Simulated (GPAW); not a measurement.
The system is AlN.

```
CELL_PARAMETERS angstrom
3.11300 0.00000 0.00000
-1.55650 2.69594 0.00000
0.00000 0.00000 4.98100
ATOMIC_POSITIONS crystal
Al 0.66667 0.33333 0.50000
Al 0.33333 0.66667 0.00000
N 0.66667 0.33333 0.88000
N 0.33333 0.66667 0.38000
```

Base run:

- Program: GPAW 26.7.0
- Functional: PBE
- Potentials or basis: GPAW PAW data sets (gpaw-data 1.2.1)
- Basis: fd
- Grid spacing: 0.2 Å
- k mesh: 7 × 7 × 4
- Occupations: fermi-dirac, width 0.05 eV
- Spin: no spin polarisation

Its results: band gap on the k mesh 4.25 eV, direct.

**Question.** The run is repeated on the same cell with these changes: basis from fd to pw; k mesh from 7 × 7 × 4 to 8 × 8 × 5. What comes out?

**Answer.** Band gap on the k mesh 4.20 eV, direct.

Several settings changed at once, so the effect can't be laid on one alone.
